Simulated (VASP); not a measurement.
VASP ran on this input.

POSCAR:
```
AlSb
1
    0.0000000000     3.1314000000     3.1314000000
    3.1314000000     0.0000000000     3.1314000000
    3.1314000000     3.1314000000     0.0000000000
Al Sb
1 1
Direct
  0.0000000000   0.0000000000   0.0000000000
  0.2500000000   0.2500000000   0.2500000000
```

**INCAR**
```
SYSTEM = AlSb
PREC = Accurate
ENCUT = 400
EDIFF = 1E-6
NELM = 25
ALGO = VeryFast
LREAL = .FALSE.
LASPH = .TRUE.
ISMEAR = 0
SIGMA = 0.05
GGA = PE
LMAXMIX = 4
LWAVE = .FALSE.
LCHARG = .FALSE.
ISIF = 2
HFSCREEN = 0.2
AEXX = 0.25
LHFCALC = .TRUE.
PRECFOCK = Fast
ISYM = 3
```

**KPOINTS**
```
Automatic mesh
0
Gamma
2 2 2
0 0 0
```

POTCAR, in this order: Al Sb (PBE.64 set). Program: vasp_std.

Problem. What happens when VASP runs on this input?

Solution. There is a fault: a hybrid functional was run with ALGO = VeryFast. Convergence was not reached. Against the sound run, the energy per atom (σ→0) rises by 9.911 eV/atom; the pressure goes up by 1.29 GPa; the band gap falls by 1.44 eV.

**standard output**
```
 POSCAR found type information on POSCAR AlSb
 POSCAR found :  2 types and       2 ions
 Reading from existing POTCAR
 Reading from existing POTCAR
 LDA part: xc-table for (Slater+PW92), standard interpolation
 POSCAR, INCAR and KPOINTS ok, starting setup
 WAVECAR not read
 entering main loop
       N       E                     dE             d eps       ncg     rms          rms(c)
RMM:   1    -0.118525594693E+04   -0.11853E+04   -0.12867E+03    24   0.451E+02
RMM:   2    -0.121691587457E+04   -0.31660E+02   -0.28628E+02    24   0.100E+02
RMM:   3    -0.122391298041E+04   -0.69971E+01   -0.70258E+01    24   0.418E+01
RMM:   4    -0.122590676875E+04   -0.19938E+01   -0.23589E+01    24   0.281E+01
RMM:   5    -0.122629468377E+04   -0.38792E+00   -0.72332E+00    24   0.157E+01
RMM:   6    -0.122633808387E+04   -0.43400E-01   -0.25421E+00    24   0.987E+00
RMM:   7    -0.122633062458E+04    0.74593E-02   -0.10838E+00    24   0.646E+00
RMM:   8    -0.122633306405E+04   -0.24395E-02   -0.53863E-01    24   0.462E+00
RMM:   9    -0.122632872307E+04    0.43410E-02   -0.31999E-01    67   0.340E+00
RMM:  10    -0.122632649353E+04    0.22295E-02   -0.28774E-01    68   0.275E+00
RMM:  11    -0.122633143103E+04   -0.49375E-02   -0.22189E-01    74   0.209E+00
WARNING in EDDRMM: call to ZHEGV failed, returncode =   6  3      6
RMM:  12    -0.122633314517E+04   -0.17141E-02   -0.21189E-01    76   0.189E+00    0.132E+01
RMM:  13     0.121751610735E+02    0.12385E+04   -0.96391E+00    96   0.173E+01    0.210E+01
RMM:  14     0.116698745874E+02   -0.50529E+00   -0.28282E-01    77   0.268E+00    0.131E+01
RMM:  15     0.117146003969E+02    0.44726E-01   -0.23793E-01    77   0.187E+00    0.785E+00
RMM:  16     0.117213796789E+02    0.67793E-02   -0.23886E-01    76   0.171E+00    0.465E+00
RMM:  17     0.117224199445E+02    0.10403E-02   -0.23820E-01    74   0.168E+00    0.274E+00
RMM:  18     0.117210047787E+02   -0.14152E-02   -0.23568E-01    77   0.165E+00    0.163E+00
RMM:  19     0.117207916126E+02   -0.21317E-03   -0.23428E-01    78   0.162E+00    0.963E-01
RMM:  20     0.117180695689E+02   -0.27220E-02   -0.22891E-01    78   0.158E+00    0.574E-01
RMM:  21     0.117197238555E+02    0.16543E-02   -0.22837E-01    81   0.157E+00    0.405E-01
RMM:  22     0.117179808634E+02   -0.17430E-02   -0.22711E-01    80   0.156E+00    0.237E-01
RMM:  23     0.117181772145E+02    0.19635E-03   -0.22496E-01    80   0.153E+00    0.167E-01
RMM:  24     0.117179682165E+02   -0.20900E-03   -0.22280E-01    83   0.153E+00    0.114E-01
RMM:  25     0.117183536174E+02    0.38540E-03   -0.22190E-01    81   0.151E+00

 -----------------------------------------------------------------------------
|                                                                             |
|           W    W    AA    RRRRR   N    N  II  N    N   GGGG   !!!           |
|           W    W   A  A   R    R  NN   N  II  NN   N  G    G  !!!           |
|           W    W  A    A  R    R  N N  N  II  N N  N  G       !!!           |
|           W WW W  AAAAAA  RRRRR   N  N N  II  N  N N  G  GGG   !            |
|           WW  WW  A    A  R   R   N   NN  II  N   NN  G    G                |
|           W    W  A    A  R    R  N    N  II  N    N   GGGG   !!!           |
|                                                                             |
|     The electronic self-consistency was not achieved in the given           |
|     number of steps (NELM). The forces and other quantities evaluated       |
|     might not be reliable so examine the results carefully. If you find     |
|     spurious results, we suggest increasing NELM, if you were close to      |
|     convergence or switching to a different ALGO or adjusting the           |
|     density mixing parameters otherwise.                                    |
|                                                                             |
 -----------------------------------------------------------------------------

   1 F= 0.11718354E+02 E0= 0.11718354E+02  d E =-.395258E-16
```

### OUTCAR
```
------------------------ aborting loop EDIFF was not reached (unconverged)  ----------------------------
  FORCE on cell =-STRESS in cart. coord.  units (eV):
  Direction    XX          YY          ZZ          XY          YZ          ZX
  --------------------------------------------------------------------------------------
  Total        0.7267634      0.7267634      0.7267634     -0.0000000     -0.0000000      0.0000000
  in kB       18.9608581     18.9608581     18.9608581     -0.0000000     -0.0000000      0.0000000
  external PRESSURE =      18.9608581 kB  Pullay stress =       0.0000000 kB
  volume of cell :       61.41
      direct lattice vectors                 reciprocal lattice vectors
     0.000000000  3.131400000  3.131400000    -0.159672990  0.159672990  0.159672990
     3.131400000  0.000000000  3.131400000     0.159672990 -0.159672990  0.159672990
     3.131400000  3.131400000  0.000000000     0.159672990  0.159672990 -0.159672990
 POSITION                                       TOTAL-FORCE (eV/Angst)
 -----------------------------------------------------------------------------------
      0.00000      0.00000      0.00000        -0.000000     -0.000000      0.000000
      1.56570      1.56570      1.56570         0.000000      0.000000     -0.000000
 -----------------------------------------------------------------------------------
    total drift:                                0.003570      0.001789      0.001542
  FREE ENERGIE OF THE ION-ELECTRON SYSTEM (eV)
  ---------------------------------------------------
  free  energy   TOTEN  =        11.7183536174 eV

  energy  without entropy=       11.7183536174  energy(sigma->0) =       11.71835362

  exchange ACFDT corr.  =        -0.00000000  see jH, gK, PRB 81, 115126
```
(Selected blocks of OUTCAR.)

To mend it, set ALGO = Normal.

The mended run (HSE06 screened hybrid, plane waves, VASP's PBE PAW potentials (set 64)) converges, and its OSZICAR ends with
```
   1 F= -.81041472E+01 E0= -.81041472E+01  d E =-.521301E-12
```

The compound is AlSb in the zinc blende structure. The cell was not relaxed at this level.
